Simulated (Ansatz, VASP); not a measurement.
# PbSe (Clausthalite) in two plane-wave programs

Wanted: the spread between two codes on one cell, functional and k mesh.

Program: Ansatz 0.2.0. Level of theory: plane waves, with VASP 6.6.1 beside it; band structure at HSE06, spin-orbit coupling. Results are calculated unless marked as measured.

## 1. Set-up

It takes space group Fm-3m (No. 225, cubic). Conventional cell: a = 6.121 Å, b = 6.121 Å, c = 6.121 Å, α = 90.00°, β = 90.00°, γ = 90.00°. Pb has 6 Se at 3.06 Å nearest. Nearest to Se lie 6 Pb at 3.06 Å. Farther neighbours and most contacts between anions are not listed.

Structure file:

```cif
data_structure
_symmetry_space_group_name_H-M 'P 1'
_symmetry_Int_Tables_number 1
_cell_length_a 4.3284
_cell_length_b 4.3284
_cell_length_c 4.3284
_cell_angle_alpha 60.000
_cell_angle_beta 60.000
_cell_angle_gamma 60.000
_cell_volume 57.34
loop_
_atom_site_label
_atom_site_type_symbol
_atom_site_fract_x
_atom_site_fract_y
_atom_site_fract_z
_atom_site_occupancy
Pb1 Pb 0.00000 0.00000 0.00000 1
Se2 Se 0.50000 0.50000 0.50000 1
```

## 2. VASP: band structure, HSE06, spin-orbit coupling

The same path points are solved in both programs, so levels can be compared one by one.

Lines of VASP's logs that name or quote its potential files are left out, and so is its time.

The run reads the wave functions of an earlier VASP run, which isn't shown here.

The input, INCAR:

```
SYSTEM = PbSe
PREC = Accurate
ENCUT = 400
EDIFF = 1E-06
NELM = 100
ISMEAR = 0
SIGMA = 0.02
LREAL = .FALSE.
ALGO = Normal
LHFCALC = .TRUE.
AEXX = 0.25
GGA = PE
HFSCREEN = 0.2
LASPH = .TRUE.
LNONCOLLINEAR = .TRUE.
MAGMOM = 0 0 0 0 0 0
NBANDS = 32
GGA_COMPAT = .FALSE.
LSORBIT = .TRUE.
PRECFOCK = Fast
LORBIT = 11
LWAVE = .FALSE.
LCHARG = .FALSE.
KPAR = 4
```

The input, POSCAR:

```
PbSe
1.0
    0.0000000000      3.0606500000      3.0606500000
    3.0606500000      0.0000000000      3.0606500000
    3.0606500000      3.0606500000      0.0000000000
Pb Se
1 1
Direct
    0.0000000000      0.0000000000      0.0000000000
    0.5000000000      0.5000000000      0.5000000000
```

The input, KPOINTS:

```
Automatic mesh
0
Gamma
4 4 4
0 0 0
```

The input, KPOINTS_OPT:

```
Line mode
6
Line-mode
Reciprocal
  0.00000000   0.00000000   0.00000000 GAMMA
  0.50000000   0.00000000   0.50000000 X

  0.50000000   0.00000000   0.50000000 X
  0.50000000   0.25000000   0.75000000 W

  0.50000000   0.25000000   0.75000000 W
  0.37500000   0.37500000   0.75000000 K

  0.37500000   0.37500000   0.75000000 K
  0.00000000   0.00000000   0.00000000 GAMMA

  0.00000000   0.00000000   0.00000000 GAMMA
  0.50000000   0.50000000   0.50000000 L

  0.50000000   0.50000000   0.50000000 L
  0.62500000   0.25000000   0.62500000 U

  0.62500000   0.25000000   0.62500000 U
  0.50000000   0.25000000   0.75000000 W

  0.50000000   0.25000000   0.75000000 W
  0.50000000   0.50000000   0.50000000 L

  0.50000000   0.50000000   0.50000000 L
  0.37500000   0.37500000   0.75000000 K

  0.62500000   0.25000000   0.62500000 U
  0.50000000   0.00000000   0.50000000 X
```

PAW data sets: Pb_d and Se (PBE family, release 64).

The run is started by

```
$ mpirun -np 4 vasp_ncl
```

Numbers of over 12 decimals in the logs are rounded to 6 here.

The program printed:

```text
[banner, memory and clock lines left out]
running    4 mpi-ranks, on    1 nodes
 distrk:  each k-point on    1 cores,    4 groups
 distr:  one band on    1 cores,    1 groups

 POSCAR found type information on POSCAR PbSe
 POSCAR found :  2 types and       2 ions
 LDA part: xc-table for (Slater+PW92), standard interpolation
 found WAVECAR, reading the header
 POSCAR, INCAR and KPOINTS ok, starting setup
 FFT: planning ... GRIDC
 FFT: planning ... GRID_SOFT
 FFT: planning ... GRID
 reading WAVECAR
 the WAVECAR file was read successfully
 initial charge from wavefunction
 entering main loop
       N       E                     dE             d eps       ncg     rms          rms(c)
DAV:   1    -0.101100898606E+02   -0.10110E+02   -0.65776E-01   560   0.822E+00    0.123E+00
DAV:   2    -0.101280654279E+02   -0.17976E-01   -0.36159E-02   584   0.118E+00    0.859E-01
DAV:   3    -0.101241899311E+02    0.38755E-02   -0.66885E-03   688   0.760E-01    0.514E-01
DAV:   4    -0.101237967221E+02    0.39321E-03   -0.20508E-03   624   0.362E-01    0.309E-01
DAV:   5    -0.101237161187E+02    0.80603E-04   -0.19870E-04   656   0.161E-01    0.175E-01
DAV:   6    -0.101236557887E+02    0.60330E-04   -0.34031E-05   664   0.764E-02    0.917E-02
DAV:   7    -0.101236378853E+02    0.17903E-04   -0.16518E-05   600   0.359E-02    0.451E-02
DAV:   8    -0.101236331615E+02    0.47238E-05   -0.37925E-06   552   0.161E-02    0.224E-02
DAV:   9    -0.101236320370E+02    0.11246E-05   -0.11798E-06   480   0.904E-03    0.116E-02
DAV:  10    -0.101236317108E+02    0.32622E-06   -0.44452E-07   312   0.557E-03
   1 F= -.10123632E+02 E0= -.10123632E+02  d E =-.236065E-27  mag=    -0.0000    -0.0000    -0.0000
 Start KPOINTS_OPT (optional k-point list driver)
k-point batch [1-8\60]
       N       E                     dE             ncg
DAV:   1     0.624290295958E+03   -0.20127E+04      512
DAV:   2    -0.104668408941E+04   -0.16710E+04      536
DAV:   3    -0.122427492705E+04   -0.17759E+03      688
DAV:   4    -0.123263709056E+04   -0.83622E+01      584
DAV:   5    -0.123291790659E+04   -0.28082E+00      800
DAV:   6    -0.123292440739E+04   -0.65008E-02      704
DAV:   7    -0.123292449613E+04   -0.88742E-04      768
DAV:   8    -0.123292449814E+04   -0.20118E-05      608
DAV:   9    -0.123292449819E+04   -0.48556E-07      448
[...]
k-point batch [57-60\60]
       N       E                     dE             ncg
DAV:   1     0.252297274107E+04   -0.19741E+04      256
DAV:   2     0.169377185633E+04   -0.82920E+03      264
DAV:   3     0.161137826402E+04   -0.82394E+02      344
DAV:   4     0.160786518674E+04   -0.35131E+01      272
DAV:   5     0.160772802624E+04   -0.13716E+00      400
DAV:   6     0.160772448504E+04   -0.35412E-02      368
DAV:   7     0.160772443946E+04   -0.45574E-04      400
DAV:   8     0.160772443879E+04   -0.67020E-06      320
```

OUTCAR, selected parts (step 2):

```text
ion  position               nearest neighbor table
   1  0.000  0.000  0.000-   2 3.06   2 3.06   2 3.06   2 3.06   2 3.06   2 3.06
   2  0.500  0.500  0.500-   1 3.06   1 3.06   1 3.06   1 3.06   1 3.06   1 3.06

  LATTYP: Found a face centered cubic cell.
 ALAT       =     6.1213000000

 Subroutine GETGRP returns: Found 48 space group operations
 (whereof 48 operations were pure point group operations)

The static configuration has the point symmetry O_h .

 Found      8 irreducible k-points:

   k-points           NKPTS =      8   k-points in BZ     NKDIM =     64   number of bands    NBANDS=     32

   dimension x,y,z NGX =    28 NGY =   28 NGZ =   28
   dimension x,y,z NGXF=    56 NGYF=   56 NGZF=   56

   ENCUT  =  400.0 eV  29.40 Ry    5.42 a.u.   7.06  7.06  7.06*2*pi/ulx,y,z

   NELECT =      20.0000    total number of electrons

 k-points in reciprocal lattice and weights: Automatic mesh
   0.00000000  0.00000000  0.00000000       0.016
   0.25000000  0.00000000  0.00000000       0.125
   0.50000000  0.00000000  0.00000000       0.062
   0.25000000  0.25000000  0.00000000       0.094
   0.50000000  0.25000000  0.00000000       0.375
  -0.25000000  0.25000000  0.00000000       0.188
   0.50000000  0.50000000  0.00000000       0.047
  -0.25000000  0.50000000  0.25000000       0.094

  exchange ACFDT corr.  =         0.00000000  see jH, gK, PRB 81, 115126

 average (electrostatic) potential at core
       1 -86.5247       2 -49.2368

 E-fermi :   4.9425

 k-point     1 :       0.0000    0.0000    0.0000
  band No.  band energies     occupation
    ...
     16       2.0765      1.00000
     17       2.7536      1.00000
     18       2.7536      1.00000
     19       2.7536      1.00000
     20       2.7536      1.00000
     21       8.7631      0.00000
     22       8.7631      0.00000
     23      10.9519      0.00000
     24      10.9519      0.00000
     25      10.9519      0.00000
    ...

 k-point     2 :       0.2500    0.0000    0.0000
  band No.  band energies     occupation
    ...
     16       2.4598      1.00000
     17       2.8903      1.00000
     18       2.8903      1.00000
     19       3.6629      1.00000
     20       3.6629      1.00000
     21       6.8502      0.00000
     22       6.8502      0.00000
     23       8.1674      0.00000
     24       8.1674      0.00000
     25       8.7801      0.00000
    ...

 k-point     3 :       0.5000    0.0000    0.0000
  band No.  band energies     occupation
    ...
     16       2.8313      1.00000
     17       3.0886      1.00000
     18       3.0886      1.00000
     19       4.7847      1.00000
     20       4.7847      1.00000
     21       5.0927      0.00000
     22       5.0927      0.00000
     23       6.6290      0.00000
     24       6.6290      0.00000
     25       7.4723      0.00000
    ...

  energy-cutoff  :      400.00
  volume of cell :       57.34
      direct lattice vectors                 reciprocal lattice vectors
     0.000000000  3.060650000  3.060650000    -0.163363991  0.163363991  0.163363991
     3.060650000  0.000000000  3.060650000     0.163363991 -0.163363991  0.163363991
     3.060650000  3.060650000  0.000000000     0.163363991  0.163363991 -0.163363991

 POSITION                                       TOTAL-FORCE (eV/Angst)
 -----------------------------------------------------------------------------------
      0.00000      0.00000      0.00000        -0.000000     -0.000000      0.000000
      3.06065      3.06065      3.06065         0.000000      0.000000     -0.000000
 -----------------------------------------------------------------------------------
    total drift:                                0.000000     -0.000001      0.000002

  FREE ENERGIE OF THE ION-ELECTRON SYSTEM (eV)
  ---------------------------------------------------
  free  energy   TOTEN  =       -10.1236317108 eV

  energy  without entropy=      -10.1236317108  energy(sigma->0) =      -10.12363171

 Spin-Orbit-Coupling matrix elements
 Ion:    1  E_soc:     -0.7272027
 Ion:    2  E_soc:     -0.0421549

 total charge
# of ion       s       p       d       tot
------------------------------------------
    1        1.508   0.510   9.848  11.866
    2        1.477   2.379   0.016   3.873
--------------------------------------------------
tot          2.985   2.889   9.864  15.738

 magnetization (x)
# of ion       s       p       d       tot
------------------------------------------
    1       -0.000   0.000  -0.000  -0.000
    2        0.000   0.000   0.000   0.000
--------------------------------------------------
tot         -0.000   0.000  -0.000  -0.000

 magnetization (y)
# of ion       s       p       d       tot
------------------------------------------
    1       -0.000   0.000  -0.000  -0.000
    2        0.000   0.000   0.000   0.000
--------------------------------------------------
tot         -0.000   0.000  -0.000  -0.000

 magnetization (z)
# of ion       s       p       d       tot
------------------------------------------
    1        0.000   0.000  -0.000  -0.000
    2        0.000   0.000  -0.000   0.000
--------------------------------------------------
tot          0.000   0.000  -0.000  -0.000

[... 3 further parts left out ...]
```

VASP adds spin-orbit coupling inside the spheres on scalar-relativistic partial waves, which describe the 6p1/2 states imperfectly, so such gaps can be off by a tenth of an eV or more.

[end of part 1 of 2]

[Lines on the potential files, build, host, timing and source positions are cut from VASP's logs without a mark.]

[Logs are printed without paths, hosts, clocks, repeated set-up lines and the standing remarks that a program may print on its own settings, such as how far it seeks lower states.]

[Hosts, paths, dates, database ids (printed as entryN), source tags and the programs' standing remarks are cut or masked in the printed files.]
